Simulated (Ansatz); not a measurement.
**Ga**

```yaml
crystal:
  lattice:
    - [1.38300, -4.02650, 0.00000]
    - [1.38300, 4.02650, 0.00000]
    - [-0.11745, 0.00000, 3.32993]
  atoms:
    - { symbol: Ga, position: [0.86900, 0.13100, 0.25000] }
    - { symbol: Ga, position: [0.13100, 0.86900, 0.75000] }
```

Atoms are numbered in the order listed.

Conventional cell: a = 2.766 Å, b = 8.053 Å, c = 3.332 Å, α = 90.00°, β = 92.02°, γ = 90.00°. Ga (atom 1) has 8 Ga at 2.69 to 2.92 Å as nearest neighbours.

The structure is an experimental refinement, used without relaxation.

Theory: DFT, PBE, all-electron LAPW, scalar-relativistic in Ansatz 0.2.0.

Numerical set-up: a Γ-centred 14×14×11 k mesh, Fermi–Dirac smearing of 0.05 eV, basis error target 0.5 meV/atom, no spin polarisation.

```yaml
Density_of_states_at_the_Fermi_level_0.2_eV_bin: 0.66 states/eV per cell
Stress_xx_yy_zz_compression_positive: 1.80, 1.96, 1.53 GPa
Largest_force: 0.187 eV/Å on Ga1
Volume_per_atom: 125.1 bohr³
```

(1) Band gap: what does the calculation give?

(2) Give the computed value. Pressure at this cell.

Results:

(1) none: bands cross the Fermi level, a metal.

(2) 1.77 GPa.
